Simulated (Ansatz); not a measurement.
Computed with DFT PBE, scalar-relativistic, plane waves, PAW (Ansatz). All cells share a 420 eV cutoff and Γ-centred k meshes spaced at most about 0.3 Å⁻¹ (about 0.25 or finer for metals, 2π included). No spin polarisation.

Temperature and zero-point effects are left out.

Question: Order these relaxed structures of NbP by energy, lowest first, with the energy over the lowest of them.
A. Space group P6_3/mmc (No. 194), hexagonal, a = 3.314 Å, c = 6.723 Å. Nb is surrounded by 6 P at 2.55 Å; P has 6 Nb at 2.55 Å.
B. Space group F-43m (No. 216), cubic, a = 5.585 Å. Around Nb lie 4 P at 2.42 Å; P is surrounded by 4 Nb at 2.42 Å.
C. Space group I4_1/amd (No. 141), tetragonal, a = 3.510 Å, c = 10.427 Å. Nb is surrounded by 4 P at 2.48 Å; around P lie 4 Nb at 2.48 Å.
D. Space group P-6m2 (No. 187), hexagonal, a = 3.330 Å, c = 3.342 Å. Nb has 6 P at 2.55 Å; P has 6 Nb at 2.55 Å.
E. Space group I4_1md (No. 109), tetragonal, a = 3.347 Å, c = 11.427 Å. Nb has 6 P at 2.54–2.55 Å; P has 6 Nb at 2.54–2.55 Å.

Answer: E (0 meV/atom), D (12 meV/atom), A (59 meV/atom), C (597 meV/atom), B (957 meV/atom). Forms: E I4_1md; D tungsten carbide type, P-6m2; A P6_3/mmc; C I4_1/amd; B zinc blende type, F-43m. Counting P atoms around Nb (those within 1.25 times the shortest such distance or 1.15 times the sum of covalent radii, 1.27 where that leaves under three): E has Nb 6; D has Nb 6; A has Nb 6; C has Nb 4; B has Nb 4. Origin: A, B and D, invented; C, reached from a cell as deposited in COD; E, reached from a Materials Project cell. Shaken at random and relaxed again, A came back. Shaken at random and relaxed again, D came back.

For metals, differences of a few meV/atom aren't resolved. Cells without such a test can be saddle points. Some types were kept out of the candidates beforehand, so the set may lack a known form.
